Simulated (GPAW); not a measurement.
ZnS (Wurtzite-2H):

```
Zn S
1.0
     3.81100    0.00000    0.00000
    -1.90550    3.30042    0.00000
     0.00000    0.00000    6.23400
Zn S
2 2
Direct
  0.66667 0.33333 0.50000
  0.33333 0.66667 0.00000
  0.66667 0.33333 0.88500
  0.33333 0.66667 0.38500
```

| Quantity | Value |
| --- | --- |
| Program | GPAW 26.7.0 |
| Task | relaxation of cell and atoms |
| Functional | RPBE |
| Dispersion | D3(BJ) |
| Potentials or basis | the program's PAW data sets (release 1.2.1) made for this functional |
| Cutoff | 600 eV |
| Basis | pw |
| k mesh | 8 × 8 × 5 |
| Occupations | fermi-dirac, width 0.05 eV |
| Spin | no spin polarisation |

At the start: pressure -5.1 GPa; volume 19.60 Å³/atom.

Problem. How do energy, volume and symmetry change on relaxing?

Solution. Over 8 steps the energy falls by 29.2 meV/atom and the volume is 18.24 Å³/atom (-7.0 %); space group P6_3mc (No. 186, to 0.05 Å).

The path:
```
step  energy change (eV)  largest force (eV/Å)  pressure (GPa)  volume (Å³)
   1              0.0000                0.3481           -5.12        78.41
   2             -0.0236                0.2953           -4.75        77.89
   3             -0.0970                0.4039           -0.39        73.34
   4             -0.1084                0.1289           -1.46        74.24
   5             -0.1116                0.0998           -1.15        73.95
   6             -0.1166                0.0112            0.05        72.86
   7             -0.1166                0.0081            0.01        72.90
   8             -0.1167                0.0037           -0.04        72.94
```

Final structure:
```
CELL_PARAMETERS angstrom
3.72584 0.00000 0.00000
-1.86292 3.22667 0.00000
0.00000 0.00000 6.06723
ATOMIC_POSITIONS crystal
Zn 0.66667 0.33333 0.50446
Zn 0.33333 0.66667 0.00446
S 0.66667 0.33333 0.88055
S 0.33333 0.66667 0.38054
```

Caveat: later steps reuse the first step's grids.
